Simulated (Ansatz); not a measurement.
# CoSi: the cost of one run

Program: Ansatz 0.2.0. Level of theory: DFT PBE, with the methods named in each step. These are calculated values, not measurements.

1 further run of the same task is left out (it didn't finish).

### 1 The structure to begin with

The structure is tetragonal, space group P4/mmm (No. 123). Conventional cell: a = 2.689 Å, b = 2.689 Å, c = 2.976 Å, α = 90.00°, β = 90.00°, γ = 90.00°. Around Co (site symmetry 4/mmm) lie 8 Si at 2.41 Å and 4 Co at 2.69 Å. Around Si (site symmetry 4/mmm) lie 8 Co at 2.41 Å and 4 Si at 2.69 Å.

As a file:

```
CELL_PARAMETERS angstrom
2.68882 0.00000 0.00000
0.00000 2.68882 0.00000
0.00000 0.00000 2.97603
ATOMIC_POSITIONS crystal
Co 0.00000 0.00000 0.00000
Si 0.50000 0.50000 0.50000
```

Elk's input and logs are in atomic units (hartree, bohr).

Atoms are numbered in the order of the input: Co1, Si2.

### 2 Collinear moments without spin-orbit coupling, PAW

Contents of input.yaml:

```yaml
crystal:
  lattice:
    - [2.6888170659, 0.0, 0.0]
    - [0.0, 2.6888170659, 0.0]
    - [0.0, 0.0, 2.97602738]
  atoms:
    - { symbol: Co, position: [0.0, 0.0, 0.0], spin: 2.0 }
    - { symbol: Si, position: [0.5, 0.5, 0.5] }
magnetization:
  spin_polarized: true
kpoints:
  mp_grid: { grid: [13, 13, 12] }
scf:
  occupations: { method: fermi_dirac, width: 0.1 }
  lower_state_search: "off"
hamiltonian:
  xc: pbe
  pseudopotentials: { kind: paw }
output:
  forces: true
  stress: true
  eigenvalues: true
```

Command:

```bash
> ansatz run input.yaml --threads 2 --pin off --max-ram 4096MiB --backend cpu --events-out ev --progress --plain --runs-dir out
```

What time and memory should one allow on 2 threads of Arm Neoverse V1, shared host?

About 7.6 s, with a peak of 0.38 GiB.
